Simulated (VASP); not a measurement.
Te: single point with PBE0

The system is Te.

```
CELL_PARAMETERS angstrom
4.45720 0.00000 0.00000
-2.22860 3.86005 0.00000
0.00000 0.00000 5.92900
ATOMIC_POSITIONS crystal
Te 0.26330 0.00000 0.33333
Te 0.00000 0.26330 0.66667
Te 0.73670 0.73670 0.00000
```

```
Program                            : VASP 6.6.1
Task                               : single point
Functional                         : PBE0
Potentials or basis                : VASP PAW PBE potentials, release 64 (Te)
Cutoff                             : 300 eV
k mesh                             : 6 × 6 × 4
Occupations                        : gaussian, width 0.01 eV
Spin                               : no spin polarisation
Grid for exact exchange (PRECFOCK) : Fast
Exchange at q = 0                  : default
Further INCAR settings             : ALGO = Normal; EDIFF = 1e-06; NBANDS = 16
```

```json
{
 "Pressure": "-0.2 GPa",
 "Largest force": "0.233 eV/Å",
 "Band gap on the k mesh": "1.16 eV, direct"
}
```

Forces on the atoms (eV/Å):
```
Te  -0.233  0.000  0.000
Te   0.116 -0.202  0.000
Te   0.116  0.202  0.000
```

Stress tensor (GPa, compression positive):
```
 0.13  0.00  0.00
 0.00  0.13  0.00
 0.00  0.00 -1.00
```

Levels at points of the mesh, in eV from the valence-band top:
```
           k point  band 5  band 6  band 7  band 8  band 9  band 10  band 11  band 12  band 13  band 14
(0.00, 0.00, 0.00)   -3.03   -3.03   -1.92   -1.92   -0.92     2.19     2.19     2.93     6.24     6.24
(0.50, 0.00, 0.00)   -4.93   -4.01   -3.94   -1.24   -0.98     2.02     2.16     4.22     5.23     8.80
(0.00, 0.00, 0.50)   -2.97   -2.97   -1.61   -1.25   -1.25     1.62     1.70     1.70     5.29     6.65
(0.50, 0.00, 0.50)   -4.14   -4.07   -2.70   -2.33   -0.22     1.84     3.17     3.85     5.90     6.70
```

Run time: 24 min on 1 thread of Intel(R) Xeon(R) Platinum 8259CL CPU @ 2.50GHz (Skylake/Cascade Lake), with other jobs on the host, peak memory 0.18 GiB.

Caveat: the PAW data sets were made with another functional, which shifts forces and pressure a little; spin-orbit coupling is left out, which moves the levels of the heavy elements. A k mesh can miss the band edges.
